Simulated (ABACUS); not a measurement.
# LiF (Griceite) (Fm-3m) in ABACUS: a series of runs

One crystal, LiF (Griceite), is run at these levels: PBE; tasks: single point, relaxation of cell and atoms.

All numbers are computed with ABACUS 3.10.1; they aren't measurements. Logs are shortened: lines on timing, memory, paths and dates and some standing lists are left out, and cuts for length are marked.

### 1 The structure

It takes space group Fm-3m (No. 225, cubic). Conventional cell: a = 4.028 Å, b = 4.028 Å, c = 4.028 Å, α = 90.00°, β = 90.00°, γ = 90.00°. F (site symmetry m-3m) is surrounded by 6 Li at 2.01 Å. Around Li (site symmetry m-3m) lie 6 F at 2.01 Å.

### 2 Single point, PBE

Input file INPUT:

```
INPUT_PARAMETERS
suffix              LiF
calculation         scf
basis_type          lcao
pseudo_dir          ./
orbital_dir         ./
symmetry            1
dft_functional      pbe
ecutwfc             100
pseudo_rcut         10
nspin               1
nbands              15
ks_solver           genelpa
smearing_method     fd
smearing_sigma      0.00367493
scf_thr             1e-07
scf_nmax            100
mixing_type         broyden
mixing_beta         0.7
cal_force           1
cal_stress          1
out_mul             1
out_chg             1
out_pot             2
out_elf             1
```

Input file STRU:

```
ATOMIC_SPECIES
F 18.9984 F.upf
Li 6.9400 Li.upf

NUMERICAL_ORBITAL
F_confined-atom_6au_3s3p2d1f.orb
Li_confined-atom_8au_4s2p1d.orb

LATTICE_CONSTANT
1.8897261246

LATTICE_VECTORS
0.0000000000 2.0140000000 2.0140000000
2.0140000000 0.0000000000 2.0140000000
2.0140000000 2.0140000000 0.0000000000

ATOMIC_POSITIONS
Direct

F
0.0
1
0.5000000000 0.5000000000 0.5000000000 1 1 1

Li
0.0
1
0.0000000000 0.0000000000 0.0000000000 1 1 1
```

Input file KPT:

```
K_POINTS
0
Gamma
10 10 10 0 0 0
```

Potentials or basis: PseudoDojo NC SR 0.4.1 PBE standard, TZDP LCAO (the cutoffs set its grid).

Launch:

```
> OMP_NUM_THREADS=1 mpirun -np 4 abacus > log
```

running log:

```text
ABACUS v3.10.1

               Atomic-orbital Based Ab-initio Computation at UStc

 ------------------------------------------------------------------------------------

 READING GENERAL INFORMATION
                           global_out_dir = OUT.LiF/
                           global_in_card = INPUT
                               pseudo_dir = ./
                              orbital_dir = ./
                                    DSIZE = 4
                                    GSIZE = 1

 READING UNITCELL INFORMATION
                                    ntype = 2
                  lattice constant (Bohr) = 1.88973
              lattice constant (Angstrom) = 1

 READING ATOM TYPE 1
                               atom label = F
                      L=0, number of zeta = 3
                      L=1, number of zeta = 3
                      L=2, number of zeta = 2
                      L=3, number of zeta = 1
             number of atom for this type = 1

 READING ATOM TYPE 2
                               atom label = Li
                      L=0, number of zeta = 4
                      L=1, number of zeta = 2
                      L=2, number of zeta = 1
             number of atom for this type = 1

                        TOTAL ATOM NUMBER = 2
DIRECT COORDINATES
    atom                   x                   y                   z     mag                  vx                  vy                  vz
taud_F1            0.5000000000        0.5000000000        0.5000000000  0.0000        0.0000000000        0.0000000000        0.0000000000
taud_Li1            0.0000000000        0.0000000000        0.0000000000  0.0000        0.0000000000        0.0000000000        0.0000000000

                          Volume (Bohr^3) = 110.257
                             Volume (A^3) = 16.3383

 Lattice vectors: (Cartesian coordinate: in unit of a_0)
                   +0              +2.014              +2.014
               +2.014                  +0              +2.014
               +2.014              +2.014                  +0
 Reciprocal vectors: (Cartesian coordinate: in unit of 2 pi/a_0)
            -0.248262           +0.248262           +0.248262
            +0.248262           -0.248262           +0.248262
            +0.248262           +0.248262           -0.248262
 The esolver type has been set to : ksdft_lcao

                PAO radial cut off (Bohr) = 10

 Read in pseudopotential file is F.upf
                     pseudopotential type = NC
          exchange-correlation functional = PBE
                 nonlocal core correction = 1
                        valence electrons = 7
                                     lmax = 2
                           number of zeta = 2
                     number of projectors = 5
                           L of projector = 0
                           L of projector = 0
                           L of projector = 1
                           L of projector = 1
                           L of projector = 2
                PAO radial cut off (Bohr) = 10

 Read in pseudopotential file is Li.upf
                     pseudopotential type = NC
          exchange-correlation functional = PBE
                 nonlocal core correction = 0
                        valence electrons = 3
                                     lmax = 1
                           number of zeta = 2
                     number of projectors = 4
                           L of projector = 0
                           L of projector = 0
                           L of projector = 1
                           L of projector = 1
     initial pseudo atomic orbital number = 6

 SETUP THE ELECTRONS NUMBER
             electron number of element F = 7
       total electron number of element F = 7
            electron number of element Li = 3
      total electron number of element Li = 3
            AUTOSET number of electrons:  = 10
                           occupied bands = 5
                                   NLOCAL = 44
                                   NBANDS = 15
                                   NBANDS = 15
                                   NLOCAL = 44

%%%%%%%%%%%%%%%%%%%%%%%%%%%%%%%%%%%%%%%%%%%%%%%%%%%%%%%%%%%%%%%%%%%%%%%%%%%%%%%%%%%%%%%%%%%%%%%%%%%%%%%%%%
 Warning: the number of valence electrons in pseudopotential > 1 for Li: [He] 2s1
 Pseudopotentials with additional electrons can yield (more) accurate outcomes, but may be less efficient.
 If you're confident that your chosen pseudopotential is appropriate, you can safely ignore this warning.
%%%%%%%%%%%%%%%%%%%%%%%%%%%%%%%%%%%%%%%%%%%%%%%%%%%%%%%%%%%%%%%%%%%%%%%%%%%%%%%%%%%%%%%%%%%%%%%%%%%%%%%%%%

 SETUP THE PLANE WAVE BASIS
 energy cutoff for charge/potential (unit:Ry) = 400
            fft grid for charge/potential = [ 36, 36, 36 ]
                        fft grid division = [ 3, 3, 3 ]
        big fft grid for charge/potential = [ 12, 12, 12 ]
                                     nbxx = 432
                                     nrxx = 11664

 SETUP PLANE WAVES FOR CHARGE/POTENTIAL
                    number of plane waves = 15009
                         number of sticks = 805

 PARALLEL PW FOR CHARGE/POTENTIAL
[... 32 lines left out ...]

(for optimal symmetric configuration:)
                             BRAVAIS TYPE = 3
                     BRAVAIS LATTICE NAME = 03. Cubic F (face-centered)
                                    ibrav = 3
                                    IBRAV = 3
                                  BRAVAIS = FACE CENTERED CUBIC
                       LATTICE CONSTANT A = 4.028
Original cell was already a primitive cell.
                        ROTATION MATRICES = 48
              PURE POINT GROUP OPERATIONS = 48
                   SPACE GROUP OPERATIONS = 48
                              POINT GROUP = O_h
               POINT GROUP IN SPACE GROUP = O_h

 SETUP K-POINTS
                                    nspin = 1
                   Input type of k points = Monkhorst-Pack(Gamma)
                                   nkstot = 1000
                       right hand lattice = 1
(for reciprocal lattice: )
                             BRAVAIS TYPE = 2
                     BRAVAIS LATTICE NAME = 02. Cubic I (body-centered)
                                    ibrav = 2
                       right hand lattice = 1
(for k-lattice: )
                             BRAVAIS TYPE = 2
                     BRAVAIS LATTICE NAME = 02. Cubic I (body-centered)
                                    ibrav = 2
                       right hand lattice = 1
                        ROTATION MATRICES = 48
                               nkstot_ibz = 47
K-POINTS REDUCTION ACCORDING TO SYMMETRY
     IBZ    DIRECT_X    DIRECT_Y    DIRECT_Z  WEIGHT  ibz2bz
       1  0.00000000  0.00000000  0.00000000  0.0010       0
       2  0.10000000  0.10000000  0.10000000  0.0080       1
       3  0.20000000  0.20000000  0.20000000  0.0080       2
       4  0.30000000  0.30000000  0.30000000  0.0080       3
       5  0.40000000  0.40000000  0.40000000  0.0080       4
       6  0.50000000  0.50000000  0.50000000  0.0040       5
[... 22 lines left out ...]
      29  0.50000000  0.50000000  0.10000000  0.0240      45
      30 -0.20000000  0.40000000  0.40000000  0.0120      46
[... 17 further k points ...]

                               nkstot now = 47
[... K-POINTS DIRECT COORDINATES: 47 rows ...]

           k-point number in this process = 47
       minimum distributed K point number = 47
[... stars of the k points ...]

[... K-POINTS CARTESIAN COORDINATES: 47 rows ...]

[... K-POINTS DIRECT COORDINATES: 47 rows ...]

 SETUP PLANE WAVES FOR WAVE FUNCTIONS
     energy cutoff for wavefunc (unit:Ry) = 100
              fft grid for wave functions = [ 36, 36, 36 ]
                    number of plane waves = 2637
                         number of sticks = 253

 PARALLEL PW FOR WAVE FUNCTIONS
     PROC   COLUMNS(POT)             PW
        1             63            659
        2             63            659
        3             63            659
        4             64            660
 --------------- sum -------------------
        4            253           2637

 SET NONLOCAL PSEUDOPOTENTIAL PROJECTORS
 SET NONLOCAL PSEUDOPOTENTIAL PROJECTORS
 max number of nonlocal projetors among all species is 5

 -------------------------------------------
 SELF-CONSISTENT
 -------------------------------------------

 SETUP SEARCHING RADIUS FOR PROGRAM TO SEARCH ADJACENT ATOMS
                  longest orb rcut (Bohr) = 8
   longest nonlocal projector rcut (Bohr) = 1.62
                     search radius (Bohr) = 19.2
              searching radius is (Bohr)) = 19.2
         searching radius unit is (Bohr)) = 1.89
                         PeriodicBoundary = 1
                        Radius(unit:lat0) = 10.2
                                   glayer = [ 6, 6, 6 ]
                             glayer_minus = [ 5, 5, 5 ]

Find the coordinate range of the input atom(unit:lat0).
                                  min_tau = [ -20.1, -20.1, -20.1 ]
                                  max_tau = [ 22.2, 22.2, 22.2 ]
                                BoxNumber = [ 11, 11, 11 ]

 SETUP EXTENDED REAL SPACE GRID FOR GRID INTEGRATION
                          real space grid = [ 36, 36, 36 ]
                 big cell numbers in grid = [ 12, 12, 12 ]
             meshcell numbers in big cell = [ 3, 3, 3 ]
                        extended fft grid = [ 22, 22, 22 ]
                dimension of extened grid = [ 57, 57, 57 ]
                            UnitCellTotal = 125
              Atom number in sub-FFT-grid = 2
    Local orbitals number in sub-FFT-grid = 44
                                ParaV.nnr = 67566
                                 init_chg = atomic

 LCAO ALGORITHM --------------- ION=   1  ELEC=   1--------------------------------

 Density error is 0.092042302152
----------------------------------------------------------
     Energy           Rydberg                 eV
----------------------------------------------------------
 E_KohnSham     -63.9388549545       -869.9327509773
 E_Harris       -62.1218059096       -845.2105304201
 E_Fermi        0.2239704814         3.0472747313
----------------------------------------------------------
[... 80 lines left out ...]
 Density error is 9.2257822942e-08
----------------------------------------------------------
     Energy           Rydberg                 eV
----------------------------------------------------------
 E_KohnSham     -63.9812131788       -870.5090641849
 E_KS(sigma->0) -63.9812131788       -870.5090641849
 E_Harris       -63.9812152033       -870.5090917285
 E_band         -8.6945890030        -118.2959522089
 E_one_elec     -25.1071104183       -341.5997620043
 E_Hartree      16.6793617897        226.9343593437
 E_xc           -14.6051878867       -198.7137756202
 E_Ewald        -40.9482766635       -557.1298859041
 E_entropy(-TS) -0.0000000000        -0.0000000000
 E_descf        0.0000000000         0.0000000000
 E_exx          0.0000000000         0.0000000000
 E_Fermi        0.1910634745         2.5995519324
----------------------------------------------------------

 charge density convergence is achieved
 final etot is -870.50906418 eV
 EFERMI = 2.5995519324 eV
The vacuum level is 4.1139259796 eV

 STATE ENERGY(eV) AND OCCUPATIONS    NSPIN == 1
 1/47 kpoint (Cartesian) = 0.0000 0.0000 0.0000 (458 pws)
       1       -39.9454     0.00200000
       2       -18.9799     0.00200000
       3       0.915067     0.00200000
       4       0.915067     0.00200000
       5       0.915067     0.00200000
       6        10.0378    4.93283e-68
       7        24.9004        0.00000
       8        24.9004        0.00000
       9        24.9004        0.00000
      10        25.3095        0.00000
      11        25.3095        0.00000
      12        25.3095        0.00000
      13        28.2937        0.00000
      14        32.4977        0.00000
      15        32.4977        0.00000
[... 71 lines left out ...]
       2       -18.5476     0.00800000
       3       -1.59026     0.00800000
       4       0.688043     0.00800000
       5       0.688043     0.00800000
       6        11.7252    4.35458e-82
       7        17.6688        0.00000
       8        19.8454        0.00000
       9        19.8454        0.00000
      10        31.5339        0.00000
      11        32.0341        0.00000
      12        32.0341        0.00000
      13        34.8225        0.00000
      14        38.1049        0.00000
      15        38.1049        0.00000

[... levels at 41 further k points ...]

 correction force for each atom along direction 1 is -6.59640e-14
 correction force for each atom along direction 2 is -3.62466e-14
 correction force for each atom along direction 3 is -2.79006e-14
------------------------------------------------------------------------------------------
 TOTAL-FORCE (eV/Angstrom)
------------------------------------------------------------------------------------------
                        F1         0.0000000000         0.0000000000         0.0000000000
                       Li1         0.0000000000         0.0000000000         0.0000000000
------------------------------------------------------------------------------------------

----------------------------------------------------------------
 TOTAL-STRESS (KBAR)
----------------------------------------------------------------
        19.3361866709        -0.0000000000        -0.0000000000
         0.0000000000        19.3361866709        -0.0000000000
        -0.0000000000         0.0000000000        19.3361866709
----------------------------------------------------------------
 TOTAL-PRESSURE: 19.336187 KBAR

 --------------------------------------------
 !FINAL_ETOT_IS -870.5090641848663608 eV
 --------------------------------------------
```

It took 9.7 s on 4 MPI ranks of Intel Xeon Platinum 8488C (Sapphire Rapids), shared host; peak memory 0.48 GiB.

What came out:

```yaml
Free_energy: -870.5091 eV
Pressure: 1.9 GPa
Band_gap_on_the_k_mesh: 9.12 eV, direct
Mulliken_charges: F -0.19; Li +0.19 e
```

Levels at points of the mesh, in eV from the valence-band top:
```tsv
k point	band 3	band 4	band 5	band 6	band 7	band 8
(0.00, 0.00, 0.00)	0.00	0.00	0.00	9.12	23.99	23.99
(0.50, 0.50, 0.50)	-2.51	-0.23	-0.23	10.81	16.75	18.93
(0.50, 0.50, 0.00)	-2.99	-0.99	-0.99	14.82	16.53	17.49
```

Caveat: the atomic orbitals were generated for these runs and aren't a published set; Mulliken charges move with the basis; the basis of atomic orbitals isn't converged, which shifts pressures, moduli and gaps. A k mesh can miss the band edges.

### 3 Relaxation of cell and atoms, PBE

Input file INPUT:

```
INPUT_PARAMETERS
suffix              LiF
calculation         cell-relax
basis_type          lcao
pseudo_dir          ./
orbital_dir         ./
latname             fcc
symmetry            1
dft_functional      pbe
ecutwfc             100
pseudo_rcut         10
nspin               1
nbands              9
ks_solver           genelpa
smearing_method     fd
smearing_sigma      0.00367493
scf_thr             1e-07
scf_nmax            100
mixing_type         broyden
mixing_beta         0.7
cal_force           1
cal_stress          1
out_mul             1
relax_nmax          60
force_thr_ev        0.02
relax_method        cg
out_stru            1
stress_thr          1
```

Changes to STRU since step 2:

```diff
@@ -9,8 +9,3 @@
 LATTICE_CONSTANT
-1.8897261246
-
-LATTICE_VECTORS
-0.0000000000 2.0140000000 2.0140000000
-2.0140000000 0.0000000000 2.0140000000
-2.0140000000 2.0140000000 0.0000000000
+7.6118168300
```

KPT is that of step 2.

Potentials or basis: PseudoDojo NC SR 0.4.1 PBE standard, TZDP LCAO (the cutoffs set its grid).

Launch:

```
> OMP_NUM_THREADS=1 mpirun -np 4 abacus > log
```

Run time: 52 s. Hardware: 4 MPI ranks of Intel Xeon Platinum 8488C (Sapphire Rapids), shared host; peak memory 0.52 GiB.

It converged, with:

- Free energy: -870.5118 eV
- Relaxed volume: 8.38 Å³/atom
- Relaxed cell: a = 2.873 Å, b = 2.873 Å, c = 2.873 Å, α = 60.00°, β = 60.00°, γ = 60.00°
- Space group after relaxing (to 0.05 Å): Fm-3m (No. 225)
- Energy gained by relaxing: 1.3 meV/atom
- Ionic steps: 11
- Pressure after relaxing: 0.1 GPa
- Mulliken charges: F -0.20; Li +0.20 e

Step by step:
```csv
step,energy change (eV),largest force (eV/Å),pressure (GPa),volume (Å³)
1,0.0000,0.0000,1.93,16.34
2,-0.0022,0.0000,0.84,16.58
3,-0.0027,0.0000,0.24,16.72
4,-0.0027,0.0000,0.22,16.73
5,-0.0027,0.0000,0.17,16.74
6,-0.0027,0.0000,0.16,16.74
7,-0.0027,0.0000,0.15,16.75
8,-0.0027,0.0000,0.14,16.75
9,-0.0027,0.0000,0.12,16.76
10,-0.0027,0.0000,0.11,16.76
11,-0.0027,0.0000,0.08,16.76
```

Final structure:
```xyz
2
Lattice="-2.0313 0.0000 2.0313 0.0000 2.0313 2.0313 -2.0313 2.0313 0.0000" Properties=species:S:1:pos:R:3 pbc="T T T"
F    -2.0313    2.0313    2.0313
Li    0.0000    0.0000    0.0000
```

Caveat: the atomic orbitals were generated for these runs and aren't a published set; Mulliken charges move with the basis; the basis of atomic orbitals isn't converged, which shifts pressures, moduli and gaps.
